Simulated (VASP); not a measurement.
Crystal: BN.

```
N B
1.0
     1.25112    0.72234    3.37293
    -1.25112    0.72234    3.37293
     0.00000   -1.44467    3.37293
N B
1 1
Cartesian
  0.0000 0.0000 6.7517
  0.0000 0.0000 0.0033
```

The cell is a database's computed one.

| Item | Value |
| --- | --- |
| Program | VASP 6.6.1 |
| Task | relaxation of cell and atoms |
| Functional | revPBE |
| Potentials or basis | VASP PAW PBE potentials, release 64 (N, B) |
| Cutoff | 600 eV |
| k mesh | 12 × 12 × 12 |
| Occupations | fermi-dirac, width 0.05 eV |
| Spin | no spin polarisation |

At the start: pressure 6.5 GPa; volume 9.14 Å³/atom.

Question: Where does the relaxation end?

Answer: Over 10 steps the energy falls by 22.5 meV/atom and the volume is 11.03 Å³/atom (+20.6 %); space group R3m (No. 160, to 0.05 Å).

The path:
| step | energy change (eV) | largest force (eV/Å) | pressure (GPa) | volume (Å³) |
| --- | --- | --- | --- | --- |
| 1 | 0.0000 | 0.0033 | 6.52 | 18.29 |
| 2 | 0.0122 | 0.0005 | -7.84 | 19.29 |
| 3 | -0.0081 | 0.0018 | 0.54 | 18.67 |
| 4 | -0.0120 | 0.0029 | 0.55 | 18.85 |
| 5 | -0.0220 | 0.0036 | 0.60 | 19.38 |
| 6 | -0.0361 | 0.0017 | 0.72 | 20.45 |
| 7 | -0.0439 | 0.0274 | 0.74 | 22.57 |
| 8 | -0.0448 | 0.0194 | 0.80 | 21.96 |
| 9 | -0.0246 | 0.0770 | -7.11 | 23.03 |
| 10 | -0.0450 | 0.0086 | -0.05 | 22.06 |

Final structure:
```
CELL_PARAMETERS angstrom
1.26075 0.72790 4.00668
-1.26075 0.72790 4.00668
0.00000 -1.45579 4.00668
ATOMIC_POSITIONS crystal
N 0.66710 0.66710 0.66710
B 0.00047 0.00047 0.00047
```

Caveat: the volume moved by over 15 % at a fixed basis, so the end points are rough; the PAW data sets were made with another functional, which shifts forces and pressure a little.
